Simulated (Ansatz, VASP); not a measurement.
# Cross-check of Y (zigzag Y chain) between VASP and Ansatz

Wanted: the spread between two codes on one cell, functional and k mesh. The structure shown is the start of the Ansatz relaxation below; VASP solves that cell, so the two are compared at the walk's first step.

Program: Ansatz 0.2.0. Level of theory: plane waves, with VASP 6.6.1 beside it; single point at PBE. Results are calculated unless marked as measured.

**1. Starting point**

The cell holds 2 atoms: 2 Y. Its edges and angles: a = 9.000 Å, b = 7.500 Å, c = 6.375 Å, α = 90.0°, β = 90.0°, γ = 90.0°. Vacuum lies along a and b. The structure's axis is c.

**2. Ansatz: relaxation, PBE**

Ansatz runs on its default PAW (the set named soft_2) files.

The two programs are compared at the cell with which this relaxation starts, whose forces are those of its first step.

The input, input.yaml:

```yaml
crystal:
  lattice:
    - [9.0, 0.0, 0.0]
    - [0.0, 7.5, 0.0]
    - [0.0, 0.0, 6.3748816204]
  atoms:
    - { symbol: "Y", position: [0.40584487, 0.5, 0.0], spin: 1.0 }
    - { symbol: "Y", position: [0.59415513, 0.5, 0.5], spin: 1.0 }
magnetization:
  spin_polarized: true
kpoints:
  mp_grid: { grid: [1, 1, 13] }
scf:
  occupations: { method: fermi_dirac, width: 0.05 }
hamiltonian:
  xc: pbe
relax:
  cell: { fix: [a, b, alpha, beta, gamma] }
  max_steps: 60
```

The run is started by

```sh
$ ansatz run input.yaml --threads 4 --pin off --max-ram 8192MiB --backend cpu --events-out ev --progress --plain --runs-dir out
```

Numbers of over 12 decimals in the logs are rounded to 6 here.

Output:

```text
Engine: ansatz 0.2.0, x86_64-unknown-linux-gnu
Pseudopotentials: kind: paw
Pseudopotential: Y, paw, valence charge 11, recommended cutoff 420 eV (normal), Y.paw.azcp
Functional definition: PBE
  parameter kappa = 0.804
  parameter beta = 0.066725
  exchange = pbe_x(kappa = kappa, mu = beta*pi^2/3)
  correlation = pbe_c(beta = beta)
Crystal: 2 atoms, lattice volume = 430.305 Å³
Basis set: ecut = 420 eV, 8439 PW (Γ), exchange–correlation on 128×108×90 points (8 copies of the dense FFT grid, shifted against one another)
Bands: 16, of which v1, the nominal top of the filled ones, is band 11 counted from 1 (10 counted from 0)
Symmetry: 8 space group operations
Space group: Pmma (ITA 51), of the structure as read, at distance tolerance 7.5e-5 Å
Magnetic group: BNS 51.289 (UNI 387), of the structure as read, at distance tolerance 7.5e-5 Å
k-points: 7 of 13
Non-local potential: Y, projectors of the file, l = 0: 3, l = 1: 2, l = 2: 2, l = 3: 1
PAW form: soft (Blöchl's): semilocal exchange-correlation on the pseudo side does not see the compensation charge
PAW one-centre angular grid: Y, 590 points (default); XC on 64 Gauss nodes
Initial density: superposition of atomic densities (neutral atoms: chi_scale 0, normalization atom)
Starting moments: Σ|m| = 2 μB on 2 of 2 sites
Initial wavefunctions: pseudopotential atomic-orbital guess
Functional: x = pbe(κ = 0.804, μ = 0.219515), c = pbe(β = 0.066725)
SCF iter   1: F=—  HF=-7691.569004 eV  |F-HF|=—  |Δ(HF+E_count)|=         —  Δρ=9.21e-3 (↑9.21e-3 ↓4.84e-3)  dr2=2.59e0  dr2_m=4.15e-2  M=2.606 μB ∫|m|=2.606 μB  β_m=0.30  ethr=3.10e-3  ⟨swp⟩=6.4  Hψ=1081  notcnv=0
Mixer restart at iter 1: flushing history
preconditioner: auto → LDOS  [metal: Δε(μ)=0.055 eV  Ē_g=1.506 eV  σ=0.050 eV  W_gap=0.26  n_scr=32 (ndim 8)  ℏωp=4.4 eV  f_vac=0.477  D(μ)=7.54/eV (n_scr^D=38)]
spin=Collinear: LDOS preconditioning applied to the charge; magnetization (m = ρ↑ − ρ↓) channel mixes plain (no charge-response kernel on spin).
SCF iter   2: F=—  HF=-7691.372472 eV  |F-HF|=—  |Δ(HF+E_count)|=   1.97e-1  Δρ=6.76e-3 (↑6.76e-3 ↓3.18e-3)  dr2=1.34e0  dr2_m=2.61e-2  M=2.763 μB ∫|m|=2.763 μB  β_m=0.65  ethr=3.10e-3  ⟨swp⟩=1.5  Hψ=361  notcnv=0
SCF iter   3: F=—  HF=-7691.259066 eV  |F-HF|=—  |Δ(HF+E_count)|=   1.13e-1  Δρ=1.18e-3 (↑1.18e-3 ↓9.88e-4)  dr2=1.38e-2  dr2_m=1.14e-3  M=3.071 μB ∫|m|=3.076 μB  β_m=0.76  ethr=3.10e-3  ⟨swp⟩=3.0  Hψ=402  notcnv=0
SCF iter   4: F=—  HF=-7691.279684 eV  |F-HF|=—  |Δ(HF+E_count)|=         —  Δρ=5.65e-4 (↑5.65e-4 ↓2.82e-4)  dr2=4.49e-3  dr2_m=3.56e-4  M=3.104 μB ∫|m|=3.118 μB  β_m=0.76  ethr=6.28e-5  ⟨swp⟩=3.1  Hψ=466  notcnv=0
Mixer restart at iter 4: flushing history
SCF iter   5: F=—  HF=-7691.281834 eV  |F-HF|=—  |Δ(HF+E_count)|=   2.15e-3  Δρ=2.98e-4 (↑2.98e-4 ↓1.74e-4)  dr2=1.30e-3  dr2_m=1.23e-4  M=3.114 μB ∫|m|=3.135 μB  β_m=0.88  ethr=2.04e-5  ⟨swp⟩=2.0  Hψ=295  notcnv=0
SCF iter   6: F=—  HF=-7691.283167 eV  |F-HF|=—  |Δ(HF+E_count)|=   1.33e-3  Δρ=9.92e-5 (↑9.92e-5 ↓9.04e-5)  dr2=1.07e-4  dr2_m=9.79e-6  M=3.121 μB ∫|m|=3.150 μB  β_m=0.78  ethr=5.89e-6  ⟨swp⟩=2.0  Hψ=377  notcnv=0
SCF iter   7: F=—  HF=-7691.283223 eV  |F-HF|=—  |Δ(HF+E_count)|=   5.52e-5  Δρ=4.47e-5 (↑4.47e-5 ↓3.20e-5)  dr2=5.97e-6  dr2_m=4.72e-6  M=3.122 μB ∫|m|=3.153 μB  β_m=0.88  ethr=4.87e-7  ⟨swp⟩=2.0  Hψ=369  notcnv=0
SCF iter   8: F=—  HF=-7691.283267 eV  |F-HF|=—  |Δ(HF+E_count)|=   4.44e-5  Δρ=2.62e-5 (↑2.62e-5 ↓1.84e-5)  dr2=1.27e-6  dr2_m=1.71e-6  M=3.122 μB ∫|m|=3.155 μB  β_m=0.94  ethr=2.71e-8  ⟨swp⟩=3.3  Hψ=544  notcnv=0
SCF iter   9: F=—  HF=-7691.283285 eV  |F-HF|=—  |Δ(HF+E_count)|=   1.80e-5  Δρ=1.23e-5 (↑1.23e-5 ↓7.93e-6)  dr2=3.64e-7  dr2_m=3.41e-7  M=3.122 μB ∫|m|=3.156 μB  β_m=0.97  ethr=5.77e-9  ⟨swp⟩=3.0  Hψ=448  notcnv=0
SCF iter  10: F=—  HF=-7691.283289 eV  |F-HF|=—  |Δ(HF+E_count)|=   4.07e-6  Δρ=3.41e-6 (↑3.41e-6 ↓2.23e-6)  dr2=5.11e-8  dr2_m=2.56e-8  M=3.122 μB ∫|m|=3.157 μB  β_m=0.98  ethr=1.66e-9  ⟨swp⟩=3.0  Hψ=447  notcnv=0
SCF iter  11: F=—  HF=-7691.283289 eV  |F-HF|=—  |Δ(HF+E_count)|=   3.79e-7  Δρ=6.86e-7 (↑6.86e-7 ↓6.29e-7)  dr2=5.44e-9  dr2_m=9.55e-10  M=3.122 μB ∫|m|=3.157 μB  β_m=0.99  ethr=2.32e-10  ⟨swp⟩=3.1  Hψ=453  notcnv=0
SCF iter  12: F=-7691.283289 eV  HF=-7691.283289 eV  |F-HF|=5.04e-8  |Δ(HF+E_count)|=   1.94e-8  Δρ=2.95e-7 (↑2.95e-7 ↓1.73e-7)  dr2=4.02e-10  dr2_m=1.39e-10  M=3.122 μB ∫|m|=3.157 μB  ethr=2.47e-11  ⟨swp⟩=1.9  Hψ=777  notcnv=0
SCF 1 converged in 12 iterations: F = -7691.283289 eV  dr2 = 4.02e-10
  greatest PAW one-centre occupation: 0.994 electrons in one spin orbital (limit 2), on the Y atom at site 1 (counted from 0), in its partial waves of l = 0
[...]
SCF iter   6: F=—  HF=-7691.679931 eV  |F-HF|=—  |Δ(HF+E_count)|=   6.32e-5  Δρ=1.91e-5 (↑1.91e-5 ↓1.27e-5)  dr2=1.45e-5  dr2_m=1.67e-7  M=3.691 μB ∫|m|=3.691 μB  β_m=0.98  ethr=2.80e-7  ⟨swp⟩=2.5  Hψ=326  notcnv=0
SCF iter   7: F=—  HF=-7691.679969 eV  |F-HF|=—  |Δ(HF+E_count)|=   3.87e-5  Δρ=6.84e-6 (↑6.84e-6 ↓6.06e-6)  dr2=2.01e-6  dr2_m=2.99e-8  M=3.691 μB ∫|m|=3.691 μB  β_m=0.99  ethr=6.57e-8  ⟨swp⟩=2.0  Hψ=280  notcnv=0
SCF iter   8: F=—  HF=-7691.679983 eV  |F-HF|=—  |Δ(HF+E_count)|=   1.37e-5  Δρ=2.22e-6 (↑2.22e-6 ↓1.68e-6)  dr2=1.40e-7  dr2_m=3.60e-9  M=3.691 μB ∫|m|=3.691 μB  β_m=0.99  ethr=9.16e-9  ⟨swp⟩=3.3  Hψ=356  notcnv=0
SCF iter   9: F=-7691.679986 eV  HF=-7691.679985 eV  |F-HF|=3.18e-7  |Δ(HF+E_count)|=   2.23e-6  Δρ=7.20e-7 (↑7.20e-7 ↓6.25e-7)  dr2=2.02e-8  dr2_m=2.63e-10  M=3.691 μB ∫|m|=3.691 μB  ethr=6.38e-10  ⟨swp⟩=2.4  Hψ=747  notcnv=0
SCF 5 converged in 9 iterations: F = -7691.679986 eV  dr2 = 2.02e-8
relax step   5: F+E_penalty+E_count = -7691.67998555 eV  Δ(F+E_penalty+E_count) = -8.738e-3 eV  max|allowed force component| = 1.458e-1 eV/Å  Δτ_max = 0.1026 Å  P = -0.273 GPa  Ω = 381.373 Å³  energy of the carried Pulay correction = +1.334e-4 eV  fix = [a, b, alpha, beta, gamma]  reactions: a -0.267, b -0.374 GPa  (9 SCF iters, dr2 threshold 2.00e-7 eV, accepted)
[...]
relax step   6: F+E_penalty+E_count = -7691.68580263 eV  Δ(F+E_penalty+E_count) = -5.817e-3 eV  max|allowed force component| = 9.526e-3 eV/Å  Δτ_max = 0.0328 Å  P = -0.186 GPa  Ω = 380.424 Å³  energy of the carried Pulay correction = +1.362e-4 eV  fix = [a, b, alpha, beta, gamma]  reactions: a -0.179, b -0.383 GPa  (7 SCF iters, dr2 threshold 2.00e-7 eV, accepted)
[...]
relax step   7: F+E_penalty+E_count = -7691.68569270 eV  Δ(F+E_penalty+E_count) = +1.099e-4 eV  max|allowed force component| = 9.432e-3 eV/Å  Δτ_max = 0.0000 Å  P = -0.186 GPa  Ω = 380.424 Å³  fix = [a, b, alpha, beta, gamma]  reactions: a -0.179, b -0.383 GPa  stress off target by 4.32e-3 GPa on what of the cell is left free  SCF on the basis re-selected at this cell (its energy is not comparable with the rows above)  (7 SCF iters)
basis re-selected at this cell: Δ(F+E_penalty+E_count) = +1.099e-4 eV, ΔP = -0.000 GPa vs the last step (what re-selecting the basis moved, of the pressure what is left beyond the Pulay correction that the steps carried, after the strain that the cell walked since its last selection, with what the two solves' SCF thresholds leave and, on support functions, any second-order correction that the steps lacked; it is no measure of the basis error at this ecutwfc). The dense FFT grid was sized anew with the basis: this SCF ran on 64×54×40 points, the steps before it on 64×54×45, so part of this shift can come from that change (see relax.cell in the input reference). [rest of the remark cut]
SCF converged after 7 iterations
Magnetization: 3.7048 μB (12.8524 up, 9.1476 down)
Absolute magnetization: 3.7049 μB (∫|ρ↑−ρ↓|, with the PAW one-centre terms)
Spin contamination: 0.0216 ħ² per cell (⟨S²⟩ above its minimum at these occupations)
Per-site moments (μB) at R_I (Å): [(0.871776, 1.284157), (0.871776, 1.284157)]
Free energy (F): -7691.685693 eV
Harris-Foulkes:  -7691.685693 eV  (|F-HF|=1.09e-11)
Internal energy: -7691.666119 eV  (E = F + TS)
E sigma→0 (E₀):  -7691.675906 eV
Entropy (-TS):   -0.019574 eV (-9.787 meV/atom)
Fermi energy:    -0.568070 eV
--- Per-component energies (eV) ---
  E_band       = -477.413484
  E_kinetic    = 607.536479
  E_local      = -3064.615895  (includes V_loc(G=0)·N_el)
  E_nonlocal   = 102.280426
  E_hartree    = 1187.969232
  E_xc         = -341.672584
  E_vxc        = -391.524405  (∫ρ·V_xc dr)
  E_paw        = -5651.124723  (= ΣΔE_a)
  E_vpaw       = -107.028589  (= ΣTr[D̂ρ^β])
  E_aug_tail   = 0.000006  (compensation charges beyond the density's cutoff)
  E_ewald      = -532.039060
  E_smearing   = -0.019574  (= −TS)
  E_closure    = -0.000000  (closes the sum)
  Σ components = -7691.685693   (vs F -7691.685693, Δ=0.00e0)
--- Forces (eV/Å), atoms counted from 1 ---
  atom   1  Y      0.00943195    -0.00000000    -0.00000000
  atom   2  Y     -0.00943195     0.00000000     0.00000000
  max |Σ_I F_I| component: 3.79e-29 eV/Å
--- Stress (GPa, compression-positive) ---
       -0.178805      -0.000000      -0.000000
       -0.000000      -0.383382       0.000000
       -0.000000       0.000000       0.004324
  P = ⅓ Tr σ = -0.1860 GPa (-1.860 kbar)
--- Relaxed structure (6 steps of the walk, 6 accepted, 1 SCFs on fresh bases) ---
  F+E_penalty+E_count = -7691.68569270 eV   max|allowed force component| = 9.432e-3 eV/Å   (the final SCF, on the basis selected at the relaxed cell)
  cell:  # Å, volume = 380.4238 Å³
    - [9.0, 0, 0]
    - [0, 7.5, 0]
    - [0, 0, 5.635908]
  atoms:
    - { symbol: Y, position: [0.426495, 0.5, 0] }
    - { symbol: Y, position: [0.573505, 0.5, 0.500000] }
```

Reading the cycles: dr2 is the Hartree energy of the density residual (eV), the measure of convergence; HF is the Harris–Foulkes estimate of the energy, which meets the free energy F at convergence.

**3. VASP: single point, PBE, start cell**

The same cell, functional, mesh and smearing now go to VASP, with its own data sets.

Lines of VASP's logs that name or quote its potential files are left out, and so is its time.

The input, INCAR:

```
SYSTEM = Y
PREC = Accurate
ENCUT = 400
EDIFF = 1E-06
NELM = 200
ISMEAR = -1
SIGMA = 0.05
LREAL = .FALSE.
ALGO = Normal
GGA = PE
NBANDS = 20
ISPIN = 2
MAGMOM = 0.87 0.87
LASPH = .TRUE.
LMAXMIX = 4
LORBIT = 11
LWAVE = .FALSE.
LCHARG = .FALSE.
ISIF = 2
GGA_COMPAT = .FALSE.
```

The input, POSCAR:

```
Y
1.0
    9.0000000000      0.0000000000      0.0000000000
    0.0000000000      7.5000000000      0.0000000000
    0.0000000000      0.0000000000      6.3748820000
Y
2
Direct
    0.4058448889      0.5000000000      0.0000000000
    0.5941551111      0.5000000000      0.5000000000
```

The input, KPOINTS:

```
Automatic mesh
0
Gamma
1 1 13
0 0 0
```

PAW data sets: Y_sv (PBE family, release 64).

The run is started by

```sh
$ mpirun -np 1 vasp_std
```

Output:

```text
[banner, memory and clock lines left out]
running    1 mpi-ranks, on    1 nodes
 distrk:  each k-point on    1 cores,    1 groups
 distr:  one band on    1 cores,    1 groups

 POSCAR found type information on POSCAR Y
 POSCAR found :  1 types and       2 ions
 LDA part: xc-table for (Slater+PW92), standard interpolation
 POSCAR, INCAR and KPOINTS ok, starting setup
 FFT: planning ... GRIDC
 FFT: planning ... GRID_SOFT
 FFT: planning ... GRID
 WAVECAR not read
 entering main loop
       N       E                     dE             d eps       ncg     rms          rms(c)
DAV:   1     0.608402173587E+02    0.60840E+02   -0.87735E+03   792   0.630E+02
DAV:   2     0.398330678435E+01   -0.56857E+02   -0.55763E+02   764   0.140E+02
DAV:   3    -0.656940906656E+01   -0.10553E+02   -0.10354E+02  1088   0.294E+01
DAV:   4    -0.713788674398E+01   -0.56848E+00   -0.56232E+00   788   0.833E+00
DAV:   5    -0.716712576551E+01   -0.29239E-01   -0.29176E-01   916   0.162E+00    0.177E+01
DAV:   6    -0.682077651678E+01    0.34635E+00   -0.96777E-01   744   0.442E+00    0.855E+00
DAV:   7    -0.657055275098E+01    0.25022E+00   -0.10849E+00   716   0.387E+00    0.318E+00
DAV:   8    -0.671170493884E+01   -0.14115E+00   -0.17998E-01   856   0.154E+00    0.135E+00
DAV:   9    -0.679584373843E+01   -0.84139E-01   -0.87342E-02   728   0.802E-01    0.788E-01
DAV:  10    -0.681028847700E+01   -0.14445E-01   -0.20879E-02   720   0.563E-01    0.336E-01
DAV:  11    -0.681177972229E+01   -0.14912E-02   -0.60104E-03   700   0.362E-01    0.106E-01
DAV:  12    -0.681280273647E+01   -0.10230E-02   -0.20455E-03   600   0.203E-01    0.721E-02
DAV:  13    -0.681338904493E+01   -0.58631E-03   -0.10745E-03   684   0.147E-01    0.786E-02
DAV:  14    -0.681388211018E+01   -0.49307E-03   -0.68057E-04   712   0.816E-02    0.255E-02
DAV:  15    -0.681423555391E+01   -0.35344E-03   -0.48488E-04   608   0.755E-02    0.190E-02
DAV:  16    -0.681443805343E+01   -0.20250E-03   -0.29915E-04   648   0.639E-02    0.138E-02
DAV:  17    -0.681448648082E+01   -0.48427E-04   -0.15902E-04   488   0.526E-02    0.870E-03
DAV:  18    -0.681449959219E+01   -0.13111E-04   -0.56440E-05   480   0.350E-02    0.314E-03
DAV:  19    -0.681451523852E+01   -0.15646E-04   -0.53588E-05   456   0.354E-02    0.347E-03
DAV:  20    -0.681451514671E+01    0.91808E-07   -0.48319E-05   448   0.359E-02    0.169E-03
DAV:  21    -0.681451527854E+01   -0.13182E-06   -0.36241E-05   448   0.308E-02    0.537E-04
DAV:  22    -0.681451218928E+01    0.30893E-05   -0.21835E-05   448   0.245E-02    0.381E-04
DAV:  23    -0.681451016918E+01    0.20201E-05   -0.54777E-06   456   0.121E-02    0.229E-04
DAV:  24    -0.681451034612E+01   -0.17694E-06   -0.14532E-06   472   0.617E-03
   1 F= -.68145103E+01 E0= -.67922280E+01  d E =-.445647E-01  mag=     3.1043
```

(Continued in part 2 of 2.)

[Lines on the potential files, build, host, timing and source positions are cut from VASP's logs without a mark.]

[Logs are printed without paths, hosts, clocks, repeated set-up lines and the standing remarks that a program may print on its own settings, such as how far it seeks lower states.]

[Hosts, paths, dates, database ids (printed as entryN), source tags and the programs' standing remarks are cut or masked in the printed files.]
